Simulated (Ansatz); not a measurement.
Lithium (fcc) across density functionals

All rows: Ansatz, plane waves with scalar-relativistic PAW, 420 eV (500 eV for the SCAN forms), relaxed under each functional, no dispersion correction, no zero-point motion. B₀ comes from uniform scaling at fixed shape; a dash is a value not given.

```tsv
functional	V (Å³/atom)	cell	B₀ (GPa)	magnetic state	ΔE to bcc (meV/atom)
r²SCAN	20.98	a = 4.378 Å	13	spin not included	-2
PBEsol	20.15	a = 4.319 Å	14	spin not included	-2
LDA	18.99	a = 4.235 Å	15	spin not included	-2
revPBE	21.12	a = 4.388 Å	13	spin not included	-2
RPBE	21.04	a = 4.382 Å	13	spin not included	-2
BLYP	20.02	a = 4.310 Å	14	spin not included	-2
```

(1) What does PBE give?

Results:

(1) V (Å³/atom): 20.17; cell: a = 4.321 Å; B₀ (GPa): 14; magnetic state: spin not included; ΔE to bcc (meV/atom): -2.
